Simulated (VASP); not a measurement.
# BaTiO3 (Pm-3m) in VASP: notebook

One crystal, BaTiO3, is run at these levels: r2SCAN, LDA; tasks: band structure, equation of state.

Everything below comes from runs of VASP 6.6.1. Logs are shortened: lines on timing, memory, paths and dates and some standing lists are left out, and cuts for length are marked.

### 1 The structure

It takes space group Pm-3m (No. 221, cubic). Conventional cell: a = 4.006 Å, b = 4.006 Å, c = 4.006 Å, α = 90.00°, β = 90.00°, γ = 90.00°. Ba (site symmetry m-3m) has 12 O at 2.83 Å as nearest neighbours. Ti (site symmetry m-3m) is surrounded by 6 O at 2.00 Å. O (site symmetry 4/mmm) has 2 Ti at 2.00 Å as nearest neighbours.

### 2 Band structure, r2SCAN, spin-orbit coupling, no magnetisation

The input, INCAR:

```
SYSTEM = BaTiO3
PREC = Accurate
ENCUT = 520
EDIFF = 1E-6
ISMEAR = 0
SIGMA = 0.02
LREAL = .False.
LASPH = .True.
NELM = 100
ALGO = Normal
ISIF = 2
LWAVE = .False.
LCHARG = .False.
MAGMOM = 0 0 0 0 0 0 0 0 0 0 0 0 0 0 0
LORBIT = 11
LSORBIT = .True.
GGA_COMPAT = .False.
LMAXMIX = 4
METAGGA = R2SCAN
LMIXTAU = .True.
NBANDS = 55
KPAR = 4
```

The input, KPOINTS:

```
Automatic mesh
0
Gamma
  6 6 6
  0 0 0
```

The input, POSCAR:

```
BaTiO3
1.0
    4.0060000000      0.0000000000      0.0000000000
    0.0000000000      4.0060000000      0.0000000000
    0.0000000000      0.0000000000      4.0060000000
Ba Ti O
1 1 3
Direct
    0.5000000000      0.5000000000      0.5000000000
    0.0000000000      0.0000000000      0.0000000000
    0.0000000000      0.0000000000      0.5000000000
    0.0000000000      0.5000000000      0.0000000000
    0.5000000000      0.0000000000      0.0000000000
```

The input, KPOINTS_OPT:

```
path GXMGRX,MR
10
line-mode
reciprocal
 0.0000000000  0.0000000000  0.0000000000  G
 0.0000000000  0.5000000000  0.0000000000  X

 0.0000000000  0.5000000000  0.0000000000  X
 0.5000000000  0.5000000000  0.0000000000  M

 0.5000000000  0.5000000000  0.0000000000  M
 0.0000000000  0.0000000000  0.0000000000  G

 0.0000000000  0.0000000000  0.0000000000  G
 0.5000000000  0.5000000000  0.5000000000  R

 0.5000000000  0.5000000000  0.5000000000  R
 0.0000000000  0.5000000000  0.0000000000  X

 0.5000000000  0.5000000000  0.0000000000  M
 0.5000000000  0.5000000000  0.5000000000  R
```

Potentials or basis: VASP PAW PBE potentials, release 64 (Ba_sv, Ti_sv, O).

Started as:

```bash
cat potpaw_PBE.64/Ba_sv/POTCAR potpaw_PBE.64/Ti_sv/POTCAR potpaw_PBE.64/O/POTCAR > POTCAR
mpirun -np 4 vasp_ncl > vasp.out
```

OUTCAR:

```text
SYSTEM = BaTiO3
   PREC = Accurate
   ENCUT = 520
   EDIFF = 1E-6
   ISMEAR = 0
   LREAL = .False.
   LASPH = .True.
   NELM = 100
   ISIF = 2
   LORBIT = 11
   LSORBIT = .True.
   METAGGA = R2SCAN

 ion  position               nearest neighbor table
   1  0.500  0.500  0.500-   3 2.83   4 2.83   5 2.83   4 2.83   5 2.83   3 2.83   5 2.83   5 2.83
                             3 2.83   4 2.83   4 2.83   3 2.83   2 3.47   2 3.47   2 3.47   2 3.47
   2  0.000  0.000  0.000-   3 2.00   4 2.00   5 2.00   3 2.00   4 2.00   5 2.00   1 3.47   1 3.47
                             1 3.47   1 3.47   1 3.47   1 3.47   1 3.47   1 3.47
   3  0.000  0.000  0.500-   2 2.00   2 2.00   1 2.83   1 2.83   1 2.83   1 2.83
   4  0.000  0.500  0.000-   2 2.00   2 2.00   1 2.83   1 2.83   1 2.83   1 2.83
   5  0.500  0.000  0.000-   2 2.00   2 2.00   1 2.83   1 2.83   1 2.83   1 2.83

  LATTYP: Found a simple cubic cell.
 ALAT       =     4.0060000000

  Lattice vectors:

 A1 = (   4.0060000000,   0.0000000000,   0.0000000000)
 A2 = (   0.0000000000,   4.0060000000,   0.0000000000)
 A3 = (   0.0000000000,   0.0000000000,   4.0060000000)

Analysis of symmetry for initial positions (statically):
=====================================================================
 Subroutine PRICEL returns:
 Original cell was already a primitive cell.

 Routine SETGRP: Setting up the symmetry group for a
 simple cubic supercell.

 Subroutine GETGRP returns: Found 48 space group operations
 (whereof 48 operations were pure point group operations)
 out of a pool of 48 trial point group operations.

The static configuration has the point symmetry O_h .

Analysis of symmetry for dynamics (positions and initial velocities):
=====================================================================
 Subroutine PRICEL returns:
 Original cell was already a primitive cell.

 Routine SETGRP: Setting up the symmetry group for a
 simple cubic supercell.

 Subroutine GETGRP returns: Found 48 space group operations
 (whereof 48 operations were pure point group operations)
 out of a pool of 48 trial point group operations.

The dynamic configuration has the point symmetry O_h .

Analysis of structural, dynamic, and magnetic symmetry:
=====================================================================
[... 1283 lines left out ...]
 -----------------------------------------------------------------------------
  energy-cutoff  :      520.00
  volume of cell :       64.29
      direct lattice vectors                 reciprocal lattice vectors
     4.006000000  0.000000000  0.000000000     0.249625562  0.000000000  0.000000000
     0.000000000  4.006000000  0.000000000     0.000000000  0.249625562  0.000000000
     0.000000000  0.000000000  4.006000000     0.000000000  0.000000000  0.249625562

 POSITION                                       TOTAL-FORCE (eV/Angst)
 -----------------------------------------------------------------------------------
      2.00300      2.00300      2.00300         0.000000      0.000000      0.000000
      0.00000      0.00000      0.00000         0.000000      0.000000      0.000000
      0.00000      0.00000      2.00300         0.000000      0.000000      0.000000
      0.00000      2.00300      0.00000         0.000000      0.000000      0.000000
      2.00300      0.00000      0.00000         0.000000      0.000000      0.000000
 -----------------------------------------------------------------------------------
    total drift:                                0.000000     -0.000000     -0.000000

  FREE ENERGIE OF THE ION-ELECTRON SYSTEM (eV)
  ---------------------------------------------------
  free  energy   TOTEN  =       -74.4206157149 eV

  energy  without entropy=      -74.4206157149  energy(sigma->0) =      -74.42061571

 Spin-Orbit-Coupling matrix elements

 Ion:    1  E_soc:     -0.3616582
 l=   1
     0.0000000    -0.0601389    -0.0601389
    -0.0601389     0.0000000    -0.0601389
    -0.0601389    -0.0601389     0.0000000
 l=   2
     0.0000000    -0.0000312     0.0000000    -0.0000312    -0.0001062
    -0.0000312     0.0000000    -0.0000796    -0.0000312    -0.0000265
     0.0000000    -0.0000796     0.0000000    -0.0000796     0.0000000
    -0.0000312    -0.0000312    -0.0000796     0.0000000    -0.0000265
    -0.0001062    -0.0000265     0.0000000    -0.0000265     0.0000000
 l=   3
     0.0000000     0.0000000     0.0000000     0.0000000     0.0000000     0.0000000     0.0000000
     0.0000000     0.0000000     0.0000000     0.0000000     0.0000000     0.0000000     0.0000000
     0.0000000     0.0000000     0.0000000     0.0000000     0.0000000     0.0000000     0.0000000
     0.0000000     0.0000000     0.0000000     0.0000000     0.0000000     0.0000000     0.0000000
[... 69 lines left out ...]
 l=   2
     0.0000000     0.0000000     0.0000000     0.0000000     0.0000000
     0.0000000     0.0000000     0.0000000     0.0000000     0.0000000
     0.0000000     0.0000000     0.0000000     0.0000000     0.0000000
     0.0000000     0.0000000     0.0000000     0.0000000     0.0000000
     0.0000000     0.0000000     0.0000000     0.0000000     0.0000000
 l=   3
     0.0000000     0.0000000     0.0000000     0.0000000     0.0000000     0.0000000     0.0000000
     0.0000000     0.0000000     0.0000000     0.0000000     0.0000000     0.0000000     0.0000000
     0.0000000     0.0000000     0.0000000     0.0000000     0.0000000     0.0000000     0.0000000
     0.0000000     0.0000000     0.0000000     0.0000000     0.0000000     0.0000000     0.0000000
     0.0000000     0.0000000     0.0000000     0.0000000     0.0000000     0.0000000     0.0000000
     0.0000000     0.0000000     0.0000000     0.0000000     0.0000000     0.0000000     0.0000000
     0.0000000     0.0000000     0.0000000     0.0000000     0.0000000     0.0000000     0.0000000

 total charge

# of ion       s       p       d       tot
------------------------------------------
    1        2.018   5.668   0.304   7.991
    2        2.204   6.267   1.625  10.097
    3        1.568   3.498   0.000   5.065
    4        1.568   3.498   0.000   5.065
    5        1.568   3.498   0.000   5.065
--------------------------------------------------
tot          8.925  22.429   1.929  33.283

 magnetization (x)

# of ion       s       p       d       tot
------------------------------------------
    1        0.000  -0.000   0.000   0.000
    2       -0.000   0.000  -0.000  -0.000
    3       -0.000  -0.000   0.000  -0.000
    4        0.000  -0.000   0.000   0.000
    5        0.000   0.000   0.000   0.000
--------------------------------------------------
tot          0.000  -0.000  -0.000  -0.000

 magnetization (y)

# of ion       s       p       d       tot
------------------------------------------
    1        0.000   0.000  -0.000   0.000
    2        0.000   0.000  -0.000  -0.000
    3        0.000   0.000   0.000   0.000
    4        0.000  -0.000   0.000   0.000
    5       -0.000   0.000   0.000   0.000
--------------------------------------------------
tot          0.000   0.000  -0.000   0.000

 magnetization (z)

# of ion       s       p       d       tot
------------------------------------------
    1        0.000  -0.000  -0.000   0.000
    2        0.000   0.000   0.000   0.000
    3        0.000  -0.000   0.000   0.000
    4        0.000  -0.000   0.000  -0.000
    5        0.000  -0.000   0.000  -0.000
--------------------------------------------------
tot          0.000  -0.000  -0.000   0.000
```

stdout:

```text
POSCAR found type information on POSCAR BaTiO
 POSCAR found :  3 types and       5 ions
 scaLAPACK will be used
 -----------------------------------------------------------------------------
|                                                                             |
|                                                                             |
|     You enforced a specific xc type in the INCAR file but a different       |
|     I HOPE YOU KNOW WHAT YOU ARE DOING!                                     |
|                                                                             |
 -----------------------------------------------------------------------------

 LDA part: xc-table for (None), standard interpolation
 POSCAR, INCAR and KPOINTS ok, starting setup
 FFT: planning ... GRIDC
 FFT: planning ... GRID_SOFT
 FFT: planning ... GRID
 WAVECAR not read
 entering main loop
 Start KPOINTS_OPT (optional k-point list driver)
k-point batch [1-20\60]
k-point batch [21-40\60]
k-point batch [41-60\60]
```

It took 5.7 min on 4 MPI ranks of Intel Xeon 6975P-C (Granite Rapids), shared host; peak memory 0.46 GiB.

Results:

```yaml
Free_energy: -74.4206 eV
Pressure: 0.3 GPa
Valence_electrons_inside_the_program's_atomic_spheres: Ba 7.99; Ti 10.10; O 5.07
```

Caveat: the PAW data sets were made with another functional, which shifts forces and pressure a little.

### 3 Equation of state, LDA, 11.83 Å³/atom (a relaxed cell with its volume scaled by 0.96)

The input, INCAR:

```
SYSTEM = BaTiO3
PREC = Accurate
ENCUT = 520
EDIFF = 1E-6
ISMEAR = 0
SIGMA = 0.02
LREAL = .False.
LASPH = .True.
NELM = 60
ALGO = Normal
ISIF = 2
LWAVE = .False.
LCHARG = .False.
KPAR = 2
```

The input, KPOINTS:

```
regular mesh
0
Gamma
  6 6 6
  0 0 0
```

The input, POSCAR:

```
BaTiO3                                  
1.0
    3.8968105417      0.0000000000      0.0000000000
    0.0000000000      3.8968105417     -0.0000000000
   -0.0000000000      0.0000000000      3.8968105417
  Ba              Ti              O             
     1     1     3
Direct
     0.5000000000000000    0.5000000000000000    0.5000000000000000
     0.0000000000000000    0.0000000000000000    0.0000000000000000
     0.0000000000000000    0.0000000000000000    0.5000000000000000
     0.0000000000000000    0.5000000000000000    0.0000000000000000
     0.5000000000000000    0.0000000000000000    0.0000000000000000
```

Potentials or basis: VASP PAW LDA potentials, release 64 (Ba_sv, Ti_sv, O).

Started as:

```bash
cat potpaw_LDA.64/Ba_sv/POTCAR potpaw_LDA.64/Ti_sv/POTCAR potpaw_LDA.64/O/POTCAR > POTCAR
mpirun -np 2 vasp_std > vasp.out
```

Run time: 10 s. Hardware: 2 MPI ranks of AMD EPYC 9R45 (Zen 5), shared host; peak memory 0.14 GiB.

It converged, with:

- Free energy: -44.0860 eV
- Pressure: 8.8 GPa
- Band gap on the k mesh: 1.80 eV, indirect (least direct gap 1.85 eV)

Caveat: spin-orbit coupling is left out, which moves the levels of the heavy elements.

### 4 Equation of state, LDA, 12.08 Å³/atom (a relaxed cell with its volume scaled by 0.98)

INCAR is that of step 3.

KPOINTS is that of step 3.

Changes to POSCAR since step 3:

```diff
@@ -2,5 +2,5 @@
 1.0
-    3.8968105417      0.0000000000      0.0000000000
-    0.0000000000      3.8968105417     -0.0000000000
-   -0.0000000000      0.0000000000      3.8968105417
+    3.9236859465      0.0000000000      0.0000000000
+    0.0000000000      3.9236859465     -0.0000000000
+   -0.0000000000      0.0000000000      3.9236859465
   Ba              Ti              O
```

Started as:

```bash
cat potpaw_LDA.64/Ba_sv/POTCAR potpaw_LDA.64/Ti_sv/POTCAR potpaw_LDA.64/O/POTCAR > POTCAR
mpirun -np 2 vasp_std > vasp.out
```

Wall time 10 s (2 MPI ranks of AMD EPYC 9R45 (Zen 5), shared host); peak memory 0.14 GiB.

It converged, with:

* Free energy: -44.1376 eV
* Pressure: 4.2 GPa
* Band gap on the k mesh: 1.76 eV, indirect (least direct gap 1.84 eV)

Caveat: spin-orbit coupling is left out, which moves the levels of the heavy elements.

### 5 Equation of state, LDA, 12.33 Å³/atom

INCAR is that of step 4.

KPOINTS is that of step 4.

Changes to POSCAR since step 4:

```diff
@@ -2,5 +2,5 @@
 1.0
-    3.9236859465      0.0000000000      0.0000000000
-    0.0000000000      3.9236859465     -0.0000000000
-   -0.0000000000      0.0000000000      3.9236859465
+    3.9501981422      0.0000000000      0.0000000000
+    0.0000000000      3.9501981422     -0.0000000000
+   -0.0000000000      0.0000000000      3.9501981422
   Ba              Ti              O
```

Started as:

```bash
cat potpaw_LDA.64/Ba_sv/POTCAR potpaw_LDA.64/Ti_sv/POTCAR potpaw_LDA.64/O/POTCAR > POTCAR
mpirun -np 2 vasp_std > vasp.out
```

Wall time 11 s (2 MPI ranks of AMD EPYC 9R45 (Zen 5), shared host); peak memory 0.14 GiB.

It converged, with:

```
Free energy            : -44.1558 eV
Pressure               : 0.2 GPa
Band gap on the k mesh : 1.73 eV, indirect (least direct gap 1.83 eV)
```

Caveat: spin-orbit coupling is left out, which moves the levels of the heavy elements.

### 6 Equation of state, LDA, 12.57 Å³/atom (a relaxed cell with its volume scaled by 1.02)

INCAR is that of step 5.

KPOINTS is that of step 5.

Changes to POSCAR since step 5:

```diff
@@ -2,5 +2,5 @@
 1.0
-    3.9501981422      0.0000000000      0.0000000000
-    0.0000000000      3.9501981422     -0.0000000000
-   -0.0000000000      0.0000000000      3.9501981422
+    3.9763591572      0.0000000000      0.0000000000
+    0.0000000000      3.9763591572     -0.0000000000
+   -0.0000000000      0.0000000000      3.9763591572
   Ba              Ti              O
```

Potentials or basis: VASP PAW LDA potentials, release 64 (Ba_sv, Ti_sv, O).

Started as:

```bash
cat potpaw_LDA.64/Ba_sv/POTCAR potpaw_LDA.64/Ti_sv/POTCAR potpaw_LDA.64/O/POTCAR > POTCAR
mpirun -np 2 vasp_std > vasp.out
```

Run time: 10 s. Hardware: 2 MPI ranks of AMD EPYC 9R45 (Zen 5), shared host; peak memory 0.14 GiB.

It converged, with:

- Free energy: -44.1440 eV
- Pressure: -3.5 GPa
- Band gap on the k mesh: 1.69 eV, indirect (least direct gap 1.81 eV)

Caveat: spin-orbit coupling is left out, which moves the levels of the heavy elements.

### 7 Equation of state, LDA, 12.82 Å³/atom (a relaxed cell with its volume scaled by 1.04)

INCAR is that of step 6.

KPOINTS is that of step 6.

Changes to POSCAR since step 6:

```diff
@@ -2,5 +2,5 @@
 1.0
-    3.9763591572      0.0000000000      0.0000000000
-    0.0000000000      3.9763591572     -0.0000000000
-   -0.0000000000      0.0000000000      3.9763591572
+    4.0021803947      0.0000000000      0.0000000000
+    0.0000000000      4.0021803947     -0.0000000000
+   -0.0000000000      0.0000000000      4.0021803947
   Ba              Ti              O
```

Started as:

```bash
cat potpaw_LDA.64/Ba_sv/POTCAR potpaw_LDA.64/Ti_sv/POTCAR potpaw_LDA.64/O/POTCAR > POTCAR
mpirun -np 2 vasp_std > vasp.out
```

It took 10 s on 2 MPI ranks of AMD EPYC 9R45 (Zen 5), shared host; peak memory 0.14 GiB.

It converged, with:

```
Free energy            : -44.1053 eV
Pressure               : -6.8 GPa
Band gap on the k mesh : 1.66 eV, indirect (least direct gap 1.80 eV)
```

Caveat: spin-orbit coupling is left out, which moves the levels of the heavy elements.

### 8 Equation of state, LDA

This run uses another cell than the first one, of 12.33 Å³/atom, 0.959 times its volume.

Potentials or basis: VASP PAW LDA potentials, release 64 (Ba_sv, Ti_sv, O).

This step only gathers the single runs of the series.

Results:

```
Equilibrium volume                      : 12.35 Å³/atom
Bulk modulus                            : 193 GPa
Pressure derivative of the bulk modulus : 4.5 (rough: it moves with the points fitted)
```

Energy against volume, from the lowest point:
```tsv
volume (Å³/atom)	energy (meV/atom)
11.835	13.97
12.081	3.64
12.328	0.00
12.574	2.37
12.821	10.11
```
